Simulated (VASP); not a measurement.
Crystal: NaF (Villiaumite).

```xyz
2
Lattice="0.0000 2.3200 2.3200 2.3200 0.0000 2.3200 2.3200 2.3200 0.0000" Properties=species:S:1:pos:R:3 pbc="T T T"
Na    0.0000    0.0000    0.0000
F     2.3200    2.3200    2.3200
```

Base run:

- Program: VASP 6.6.1
- Functional: r2SCAN
- Potentials or basis: VASP PAW PBE potentials, release 64 (Na_pv, F)
- Cutoff: 520 eV
- k mesh: 10 × 10 × 10
- Occupations: gaussian, width 0.02 eV
- Spin: no spin polarisation

Its results: band gap on the k mesh 7.15 eV, direct.

**Question.** The run is repeated on the same cell with these changes: functional from r2SCAN to LDA; potentials or basis from VASP PAW PBE potentials, release 64 (Na_pv, F) to VASP PAW LDA potentials, release 64 (Na_pv, F). What comes out?

**Answer.** Band gap on the k mesh 5.94 eV, direct.
